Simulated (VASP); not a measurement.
## CdTe: relaxation of the atoms with PBE

**What was measured.**

A printed reference work, data compilation reports, for a bulk crystal of CdTe at 0 K: band gap 1.607 eV.

CdTe:

```
Cd Te
1.0
     0.00000    3.31735    3.31735
     3.31735    0.00000    3.31735
     3.31735    3.31735    0.00000
Cd Te
1 1
Direct
  0.00000 0.00000 0.00000
  0.25000 0.25000 0.25000
```

```json
{
 "Program": "VASP 6.6.1",
 "Task": "relaxation of the atoms",
 "Functional": "PBE",
 "Potentials or basis": "VASP PAW PBE potentials, release 64 (Cd, Te)",
 "Cutoff": "300 eV",
 "k mesh": "4 × 4 × 4",
 "Occupations": "gaussian, width 0.03 eV",
 "Spin": "no spin polarisation",
 "Further INCAR settings": "ALGO = Normal; EDIFF = 1e-07; IBRION = 2; EDIFFG = -0.01; NSW = 40"
}
```

The band gap on the k mesh is 0.54 eV, direct.

Final structure:
```xyz
2
Lattice="0.0000 3.3174 3.3174 3.3174 0.0000 3.3174 3.3174 3.3174 0.0000" Properties=species:S:1:pos:R:3 pbc="T T T"
Cd    0.0000    0.0000    0.0000
Te    1.6587    1.6587    1.6587
```

Levels at points of the mesh, in eV from the valence-band top:
| k point | band 6 | band 7 | band 8 | band 9 | band 10 | band 11 | band 12 | band 13 |
| --- | --- | --- | --- | --- | --- | --- | --- | --- |
| (0.00, 0.00, 0.00) | -7.87 | 0.00 | 0.00 | 0.00 | 0.54 | 4.62 | 4.62 | 4.62 |
| (0.50, 0.00, 0.00) | -7.57 | -4.06 | -0.68 | -0.68 | 1.73 | 5.19 | 5.19 | 6.99 |
| (0.50, 0.50, 0.00) | -7.45 | -4.00 | -1.64 | -1.64 | 2.65 | 2.74 | 8.47 | 8.76 |

Wall time 8.6 s on 1 thread of Intel(R) Xeon(R) Platinum 8488C (Sapphire Rapids), on a shared host, peak memory 0.15 GiB.

A measured gap of CdTe is 1.607 eV (0 K; a printed reference work, data compilation); the calculated 0.54 eV misses it by -1.07 eV. So large a miss can be the level of theory's own, or it may mean another phase, state or a wrong row. Spin-orbit coupling on Cd, Te is left out. The value is that of PBE, without temperature or zero-point motion. Semilocal functionals fall short of measured gaps as a rule.

Caveat: the relaxation stopped at its first step, so nothing moved; spin-orbit coupling is left out, which moves the levels of the heavy elements.
